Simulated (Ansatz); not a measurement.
# NaH: the cost of one run

Computed with Ansatz 0.2.0 (DFT PBEsol, scalar-relativistic, unless a step's input says otherwise).

2 further runs of the same task are left out: 2 set aside as unsound or not needed.

### 1 Starting point

It takes space group Fm-3m (No. 225, cubic). Conventional cell: a = 4.880 Å, b = 4.880 Å, c = 4.880 Å, α = 90.00°, β = 90.00°, γ = 90.00°. Around Na (site symmetry m-3m) lie 6 H at 2.44 Å. H (site symmetry m-3m) has 6 Na at 2.44 Å as nearest neighbours.

Coordinates:

```cif
data_structure
_symmetry_space_group_name_H-M 'Fm-3m'
_symmetry_Int_Tables_number 225
_cell_length_a 4.8800
_cell_length_b 4.8800
_cell_length_c 4.8800
_cell_angle_alpha 90.000
_cell_angle_beta 90.000
_cell_angle_gamma 90.000
_cell_volume 116.21
loop_
_atom_site_label
_atom_site_type_symbol
_atom_site_symmetry_multiplicity
_atom_site_Wyckoff_symbol
_atom_site_fract_x
_atom_site_fract_y
_atom_site_fract_z
_atom_site_occupancy
Na1 Na 4 a 0.00000 0.00000 0.00000 1
H1 H 4 b 0.50000 0.00000 0.00000 1
```

The file gives the conventional cell by its symmetry; the runs use the cell typed in the input.

Atoms are numbered in the order of the input: Na1, H2.

### 2 The deformed structure

Space group Fm-3m before, I4/mmm after.

### 3 Full-potential LAPW

File input.yaml:

```yaml
crystal:
  lattice:
    - [0.0, 2.4888, 2.44]
    - [2.4888, 0.0, 2.44]
    - [2.4888, 2.4888, 0.0]
  atoms:
    - { symbol: Na, position: [0.0, 0.0, 0.0] }
    - { symbol: H, position: [0.5, 0.5, 0.5] }
kpoints:
  mp_grid: { grid: [9, 9, 9] }
  band_path:
    path:
      - [0.0, 0.0, 0.0]
      - [0.0, 0.5, 0.5]
      - [0.25, 0.75, 0.5]
      - [0.0, 0.5, 0.0]
      - [0.0, 0.0, 0.0]
      - [0.5, 0.5, 0.0]
      - [0.38005, 0.61995, 0.0]
      - [-0.38005, 0.38005, 0.0]
      - [0.0, 0.0, 0.0]
    npoints: 5
scf:
  occupations: { method: fermi_dirac, width: 0.03 }
hamiltonian:
  xc: pbesol
  pseudopotentials: { kind: all_electron, lapw: { basis_error: 0.001 } }
output:
  forces: true
  stress: true
  eigenvalues: true
```

On the command line:

```sh
ansatz run input.yaml --threads 1 --pin off --max-ram 3072MiB --backend cpu --events-out ev --progress --plain --runs-dir out
```

Q: Estimate wall time and peak memory on 1 thread of Arm Neoverse V1, shared host.

About 3.9 s, with a peak of 0.22 GiB.
